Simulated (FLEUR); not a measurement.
# Zr (P6_3/mmc) in FLEUR: notebook, part 2 of 2

FLEUR MaX-R8.1 (later development tree). Earlier steps stand in the parts before.

**3. Equation of state, PBE, 21.88 Å³/atom (volume scaled by 0.94)**

inp.xml

```xml
<?xml version="1.0" encoding="UTF-8" standalone="no"?>
<fleurInput fleurInputVersion="0.39">
   <comment>
      Zr                                                                                                  
   </comment>
   <calculationSetup>
      <cutoffs Kmax="4.1" Gmax="12.7" GmaxXC="12.7" numbands="0"/>
      <scfLoop itmax="60" minDistance="0.00001" maxIterBroyd="15" imix="Anderson" alpha="0.05" precondParam="0.0" spinf="2.0" sdNocoIR="T"/>
      <coreElectrons ctail="T" frcor="F" kcrel="0" coretail_lmax="0"/>
      <xcFunctional name="pbe" relativisticCorrections="F"/>
      <magnetism jspins="1"/>
      <soc l_soc="F" theta="0.0" phi="0.0" spav="F"/>
      <expertModes spex="0" secvar="F"/>
      <geometryOptimization l_f="F" forcealpha="1.0" forcemix="BFGS" epsdisp="0.0005" epsforce="0.0002"/>
      <ldaU l_linMix="F" mixParam="0.05" spinf="1.0"/>
   </calculationSetup>
   <cell>
      <bzIntegration valenceElectrons="24.0" mode="hist" fermiSmearingEnergy="0.00183747">
         <kPointListSelection listName="default-1"/>
         <!-- k-points included here -->
         <xi:include xmlns:xi="http://www.w3.org/2001/XInclude" href="kpts.xml"> </xi:include>
      </bzIntegration>
      <!-- symmetry operations included here -->
      <xi:include xmlns:xi="http://www.w3.org/2001/XInclude" href="sym.xml"> </xi:include>
      <bulkLattice scale="0.9795861087">
         <bravaisMatrix>
            <row-1>    6.1075948347072000     0.0000000000000000     0.0000000000000000</row-1>
            <row-2>   -3.0537974173536000     5.2893322828198945     0.0000000000000000</row-2>
            <row-3>    0.0000000000000000     0.0000000000000000     9.7264203633161994</row-3>
         </bravaisMatrix>
      </bulkLattice>
   </cell>
   <atomSpecies>
      <species name="Zirconium (Zr)" element="Zr" atomicNumber="40">
         <mtSphere radius="2.66" gridPoints="879" logIncrement="0.015"/>
         <atomicCutoffs lmax="10" lnonsphr="10"/>
         <electronConfig flipSpins="F">
            <coreConfig>(1s1/2) (2s1/2) (2p1/2) (2p3/2) (3s1/2) (3p1/2) (3p3/2) (3d3/2) (3d5/2)</coreConfig>
            <valenceConfig>(4s1/2) (4p1/2) (4p3/2) (5s1/2) (4d3/2) (4d5/2)</valenceConfig>
            <stateOccupation state="(4d3/2)" spinUp="0.400000" spinDown="0.400000"/>
            <stateOccupation state="(4d5/2)" spinUp="0.600000" spinDown="0.600000"/>
         </electronConfig>
         <energyParameters s="5" p="5" d="4" f="4"/>
         <lo type="SCLO" l="0" n="4" eDeriv="0"/>
         <lo type="SCLO" l="1" n="4" eDeriv="0"/>
         <lo type="SCLO" l="1" n="4" eDeriv="1"/>
         <lo type="SCLO" l="2" n="4" eDeriv="2"/>
         <lo type="SCLO" l="3" n="4" eDeriv="2"/>
      </species>
   </atomSpecies>
   <atomGroups>
      <atomGroup species="Zirconium (Zr)">
         <relPos label="                   1">-1.000/3.000 1.000/3.000 -1.000/4.000</relPos>
         <relPos label="                   2">1.000/3.000 -1.000/3.000 1.000/4.000</relPos>
         <force calculate="T" relaxXYZ="TTT"/>
      </atomGroup>
   </atomGroups>
   <output dos="F" band="F" slice="F">
      <checks vchk="F" cdinf="F"/>
      <bandDOS minEnergy="-.5*Htr" maxEnergy="0.5*Htr" sigma="0.015" storeEVData="T"/>
      <vacuumDOS vacdos="F" integ="F" star="F" nstars="0" locx1="0.0" locy1="0.0" locx2="0.0" locy2="0.0" nstm="0" tworkf="0.0"/>
      <unfoldingBand unfoldBand="F" supercellX="1" supercellY="1" supercellZ="1"/>
      <plotting iplot="0" polar="F">
         <plot TwoD="T" vec1="  1.0  0.0  0.0" vec2="  0.0  1.0  0.0" vec3="  0.0  0.0  1.0" zero="  0.0  0.0  0.0" file="plot"/>
      </plotting>
      <chargeDensitySlicing numkpt="0" minEigenval="0.0" maxEigenval="0.0" nnne="0" pallst="F"/>
      <specialOutput eonly="F"/>
      <moessbauerParams electricFieldGradient="T" isomerShift="T" coreHyperfine="T" valenceHyperfine="T"/>
      <magneticCircularDichroism mcd="F" energyLo="-10.0" energyUp="0.0"/>
   </output>
  <!-- We include the file relax.xml here to enable relaxations (see documentation) -->
  <xi:include xmlns:xi="http://www.w3.org/2001/XInclude" href="relax.xml"> <xi:fallback/> </xi:include>
</fleurInput>
```

Potentials or basis: all-electron, FLAPW.

Run with:

```bash
> inpgen -f crystal.txt -profile fastHighL
> # inp.xml edited to the form shown
> fleur_MPI
```

Output:

```text
Welcome to FLEUR        (www.flapw.de)
      MaX-Release 8.1          (www.max-centre.eu)

 ========== k-point set info ==========
 Selected k-point list: default-1
 k-point list type: mesh
 9 x 9 x 5
 Number of k points: 36

 ------------Calculation Setup---------------------------
 Number of MPI-tasks      :            1
 Number of PE/node        :            1
 Number of OMP-threads    :            1
 Most efficient MPI parallelization for:
           1           2           3           4           6           9          12          18          36
 Additional eigenvalue parallelization possible
 Number of basis functions:          421
 Approximate size of matrices (H+S) per k-point:         0.003 GB
 --------------------------------------------------------
 Iteration:     1   Distance:       4.56003328 me/bohr^3
 Iteration:     2   Distance:       4.21669434 me/bohr^3
 Iteration:     3   Distance:       1.45249815 me/bohr^3
 Iteration:     4   Distance:       0.50152723 me/bohr^3
 Iteration:     5   Distance:       0.33017660 me/bohr^3
 Iteration:     6   Distance:       0.03620590 me/bohr^3
 Iteration:     7   Distance:       0.03595511 me/bohr^3
 Iteration:     8   Distance:       0.00381472 me/bohr^3
 Iteration:     9   Distance:       0.00048074 me/bohr^3
 Iteration:    10   Distance:       0.00042870 me/bohr^3
 Iteration:    11   Distance:       0.00006146 me/bohr^3
 Iteration:    12   Distance:       0.00001466 me/bohr^3
 Iteration:    13   Distance:       0.00001093 me/bohr^3
 Iteration:    14   Distance:       0.00000050 me/bohr^3

 ********************************************************************
 Run finished successfully
 Stop message:
   all done
 ********************************************************************
```

out.xml (last iteration):

```text
<iteration numberForCurrentRun="   14" overallNumber="   14">
         <energyParameters units="Htr">
            <atomicEP atomType="1" spin="1" branch="5s" branchLowest="-1.33" branchHighest="2.10" value="0.3163568054"/>
            <atomicEP atomType="1" spin="1" branch="5p" branchLowest="-0.47" branchHighest="2.71" value="0.4279655730"/>
            <atomicEP atomType="1" spin="1" branch="4d" branchLowest="-5.77" branchHighest="0.84" value="0.4272426565"/>
            <atomicEP atomType="1" spin="1" branch="4f" branchLowest="-9.99" branchHighest="2.16" value="0.6792676593"/>
[... 83 lines left out ...]
            </atomTypeDependentContributions>
            <tkbTimesEntropy value="0.0006228764"/>
            <freeEnergy value="-7198.4307536155"/>
            <extrapolationTo0K value="-7198.4304421773"/>
         </totalEnergy>
         <densityConvergence units="me/bohr^3">
            <chargeDensity spin="1" distance="0.0000005044"/>
         </densityConvergence>
      </iteration>
```

It took 32 s on 1 thread of Arm Neoverse V1, shared host; peak memory 0.07 GiB.

What came out:

| Quantity | Value |
| --- | --- |
| Free energy | -195879.2796 eV |
| Band gap on the k mesh | none (metal or under the smearing width) |
| Valence electrons inside the program's atomic spheres | Zr 10.19 (radii Zr 2.66 bohr) |

**4. Equation of state, PBE, 22.35 Å³/atom (volume scaled by 0.96)**

Edit inp.xml of step 3 so:

```diff
@@ -24,3 +24,3 @@
       <xi:include xmlns:xi="http://www.w3.org/2001/XInclude" href="sym.xml"> </xi:include>
-      <bulkLattice scale="0.9795861087">
+      <bulkLattice scale="0.9864848297">
          <bravaisMatrix>
```

Run with:

```bash
> inpgen -f crystal.txt -profile fastHighL
> # inp.xml edited to the form shown
> fleur_MPI
```

Wall time 33 s (1 thread of Arm Neoverse V1, shared host); peak memory 0.07 GiB.

The run converged. Its results:

| Property | Result |
| --- | --- |
| Free energy | -195879.3137 eV |
| Band gap on the k mesh | none (metal or under the smearing width) |
| Valence electrons inside the program's atomic spheres | Zr 10.16 (radii Zr 2.66 bohr) |

**5. Equation of state, PBE, 22.82 Å³/atom (volume scaled by 0.98)**

Edit inp.xml of step 4 so:

```diff
@@ -24,3 +24,3 @@
       <xi:include xmlns:xi="http://www.w3.org/2001/XInclude" href="sym.xml"> </xi:include>
-      <bulkLattice scale="0.9864848297">
+      <bulkLattice scale="0.9932883884">
          <bravaisMatrix>
```

Run with:

```bash
> inpgen -f crystal.txt -profile fastHighL
> # inp.xml edited to the form shown
> fleur_MPI
```

It took 34 s on 1 thread of Arm Neoverse V1, shared host; peak memory 0.07 GiB.

It converged, with:

```yaml
Free_energy: -195879.3345 eV
Band_gap_on_the_k_mesh: none (metal or under the smearing width)
Valence_electrons_inside_the_program's_atomic_spheres: Zr 10.12 (radii Zr 2.66 bohr)
```

**6. Equation of state, PBE, 23.28 Å³/atom**

Edit inp.xml of step 5 so:

```diff
@@ -24,3 +24,3 @@
       <xi:include xmlns:xi="http://www.w3.org/2001/XInclude" href="sym.xml"> </xi:include>
-      <bulkLattice scale="0.9932883884">
+      <bulkLattice scale="1.0000000000">
          <bravaisMatrix>
```

Potentials or basis: all-electron, FLAPW.

Run with:

```bash
> inpgen -f crystal.txt -profile fastHighL
> # inp.xml edited to the form shown
> fleur_MPI
```

Wall time 35 s (1 thread of Arm Neoverse V1, shared host); peak memory 0.07 GiB.

The run converged. Its results:

* Free energy: -195879.3432 eV
* Band gap on the k mesh: none (metal or under the smearing width)
* Valence electrons inside the program's atomic spheres: Zr 10.09 (radii Zr 2.66 bohr)

**7. Equation of state, PBE, 23.75 Å³/atom (volume scaled by 1.02)**

Edit inp.xml of step 6 so:

```diff
@@ -24,3 +24,3 @@
       <xi:include xmlns:xi="http://www.w3.org/2001/XInclude" href="sym.xml"> </xi:include>
-      <bulkLattice scale="1.0000000000">
+      <bulkLattice scale="1.0066227096">
          <bravaisMatrix>
```

Run with:

```bash
> inpgen -f crystal.txt -profile fastHighL
> # inp.xml edited to the form shown
> fleur_MPI
```

It took 36 s on 1 thread of Arm Neoverse V1, shared host; peak memory 0.07 GiB.

The run converged. Its results:

```
Free energy                                           : -195879.3407 eV
Band gap on the k mesh                                : none (metal or under the smearing width)
Valence electrons inside the program's atomic spheres : Zr 10.06 (radii Zr 2.66 bohr)
```

**8. Equation of state, PBE, 24.21 Å³/atom (volume scaled by 1.04)**

Edit inp.xml of step 7 so:

```diff
@@ -24,3 +24,3 @@
       <xi:include xmlns:xi="http://www.w3.org/2001/XInclude" href="sym.xml"> </xi:include>
-      <bulkLattice scale="1.0066227096">
+      <bulkLattice scale="1.0131594038">
          <bravaisMatrix>
```

Run with:

```bash
> inpgen -f crystal.txt -profile fastHighL
> # inp.xml edited to the form shown
> fleur_MPI
```

It took 37 s on 1 thread of Arm Neoverse V1, shared host; peak memory 0.07 GiB.

The run converged. Its results:

| Quantity | Value |
| --- | --- |
| Free energy | -195879.3279 eV |
| Band gap on the k mesh | none (metal or under the smearing width) |
| Valence electrons inside the program's atomic spheres | Zr 10.03 (radii Zr 2.66 bohr) |

**9. Equation of state, PBE, 24.68 Å³/atom (volume scaled by 1.06)**

Edit inp.xml of step 8 so:

```diff
@@ -24,3 +24,3 @@
       <xi:include xmlns:xi="http://www.w3.org/2001/XInclude" href="sym.xml"> </xi:include>
-      <bulkLattice scale="1.0131594038">
+      <bulkLattice scale="1.0196128224">
          <bravaisMatrix>
```

Potentials or basis: all-electron, FLAPW.

Run with:

```bash
> inpgen -f crystal.txt -profile fastHighL
> # inp.xml edited to the form shown
> fleur_MPI
```

Run time: 38 s. Hardware: 1 thread of Arm Neoverse V1, shared host; peak memory 0.07 GiB.

The run converged. Its results:

```yaml
Free_energy: -195879.3057 eV
Band_gap_on_the_k_mesh: none (metal or under the smearing width)
Valence_electrons_inside_the_program's_atomic_spheres: Zr 10.01 (radii Zr 2.66 bohr)
```

**10. Equation of state, PBE**

Potentials or basis: all-electron, FLAPW.

No new run: the results of the series are fitted here.

What came out:

```
Equilibrium volume                        : 23.40 Å³/atom
Bulk modulus at fixed shape and positions : 94 GPa
Pressure derivative of the bulk modulus   : 3.3
```

Energy against volume, from the lowest point:
```tsv
volume (Å³/atom)	energy (meV/atom)
21.884	31.80
22.350	14.76
22.815	4.34
23.281	0.00
23.746	1.25
24.212	7.63
24.678	18.73
```

Caveat: the cell was scaled at fixed shape and fractional positions, which overstates the stiffness of a crystal with free parameters, most of all of layers and chains.
